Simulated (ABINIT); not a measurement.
Runs of ABINIT 10.8.3 (patched build) on SiO2. Symmetry: I-42d, No. 122, tetragonal system. Conventional cell: a = 4.955 Å, b = 4.955 Å, c = 7.311 Å, α = 90.00°, β = 90.00°, γ = 90.00°. Around Si (site symmetry -4) lie 4 O at 1.61 Å. O (site symmetry 2) has 2 Si at 1.61 Å as nearest neighbours. The cell comes from a database or a generator and needn't be the stable form of this composition.

```tsv
task	level	potentials or basis	cell	k mesh	cell freedom (optcell)	cutoff smearing ecutsm (Ha)	optimiser (ionmov)	force stop (Ha/bohr)	gap on the mesh (eV)	pressure (GPa)	relaxed volume (Å³/atom)	largest force (eV/Å)
relaxation of cell and atoms	LDA	JTH PAW LDA v2.0	relaxed	6 × 6 × 6	2	0.5	2	0.0001	5.73	0.0	14.87	-
relaxation of cell and atoms	PBEsol	JTH PAW PBE v2.0	relaxed	5 × 5 × 5	2	0.5	2	0.0001	5.80	0.0	(a)	-
single point	PBE	JTH PAW PBE v2.0	atoms moved at random, drawn with an rms of 0.05 Å	8 × 8 × 8	-	-	-	-	5.84	4.7	-	2.68
single point	PBE	JTH PAW PBE v2.0	as given	8 × 8 × 8	-	-	-	-	5.91	2.7	-	(b)
```

Alike in all rows: no spin polarisation; cutoff (eV) 626; smearing fermi-dirac 0.05 eV.

Q: Estimate the missing entries.

A: (a) 15.33; (b) 0.14.

Caveats: the atomic spheres overlap; the PAW data sets were made with another functional, which shifts forces and pressure a little (some runs).

A k mesh can miss the band edges.
